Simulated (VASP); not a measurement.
AlN:

```
Al N
1.0
     7.00608    0.00000    0.00000
    -3.50304    6.06744    0.00000
     0.00000    0.00000    2.65362
Al N
6 6
Direct
  0.85027 0.53883 0.78300
  0.31145 0.85027 0.21700
  0.68855 0.14973 0.78300
  0.53883 0.68855 0.21700
  0.14973 0.46117 0.21700
  0.46117 0.31145 0.78300
  0.68855 0.53883 0.21700
  0.14973 0.68855 0.78300
  0.46117 0.14973 0.21700
  0.31145 0.46117 0.78300
  0.53883 0.85027 0.78300
  0.85027 0.31145 0.21700
```

The cell was built by a generator and needn't be a form met in nature.

| Quantity | Value |
| --- | --- |
| Program | VASP 6.6.1 |
| Task | relaxation of cell and atoms |
| Functional | PBE |
| Potentials or basis | VASP PAW PBE potentials, release 64 (Al, N) |
| Cutoff | 600 eV |
| k mesh | 3 × 3 × 6 |
| Occupations | gaussian, width 0.1 eV |
| Spin | no spin polarisation |

At the start: pressure 72.3 GPa; volume 9.40 Å³/atom.

**Question.** How do energy, volume and symmetry change on relaxing?

**Answer.** Over 18 steps the energy falls by 717.9 meV/atom and the volume is 11.87 Å³/atom (+26.3 %); space group P6_3/m (No. 176, to 0.05 Å).

Step by step:
```
step  energy change (eV)  largest force (eV/Å)  pressure (GPa)  volume (Å³)
   1              0.0000                7.3793           72.29       112.80
   2              7.6897               11.1002           -0.60       197.15
   3             -6.5275                4.4360           10.73       137.69
   4             -6.7928                3.9547           13.96       134.64
   5             -6.9343                3.2527           19.08       130.63
   6             -6.2921                1.4473          -16.41       164.63
   7             -8.4801                0.3589           -2.58       143.85
   8             -8.4880                0.3696           -1.67       143.06
   9             -8.4887                0.3842           -1.29       142.71
  10             -8.5274                0.2383            0.92       140.86
  11             -8.5283                0.2245            1.29       140.55
  12             -8.5562                0.2165            0.62       141.10
  13             -8.5710                0.2629           -0.21       141.91
  14             -8.5961                0.1650           -0.19       142.09
  15             -8.6101                0.1633            0.01       142.37
  16             -8.6061                0.2573            0.08       142.53
  17             -8.6141                0.0642            0.02       142.44
  18             -8.6152                0.0210            0.02       142.49
```

Final structure:
```yaml
crystal:
  lattice:
    - [7.60532, 0.00000, 0.00000]
    - [-3.80266, 6.58640, 0.00000]
    - [0.00000, 0.00000, 2.84459]
  atoms:
    - { symbol: Al, position: [0.85858, 0.55394, 0.74967] }
    - { symbol: Al, position: [0.30465, 0.85858, 0.25033] }
    - { symbol: Al, position: [0.69535, 0.14142, 0.74967] }
    - { symbol: Al, position: [0.55394, 0.69535, 0.25033] }
    - { symbol: Al, position: [0.14142, 0.44606, 0.25033] }
    - { symbol: Al, position: [0.44606, 0.30465, 0.74967] }
    - { symbol: N, position: [0.69611, 0.55785, 0.24992] }
    - { symbol: N, position: [0.13826, 0.69611, 0.75008] }
    - { symbol: N, position: [0.44215, 0.13826, 0.24992] }
    - { symbol: N, position: [0.30389, 0.44215, 0.75008] }
    - { symbol: N, position: [0.55785, 0.86174, 0.75008] }
    - { symbol: N, position: [0.86174, 0.30389, 0.24992] }
```

Caveat: the volume moved by over 15 % at a fixed basis, so the end points are rough.
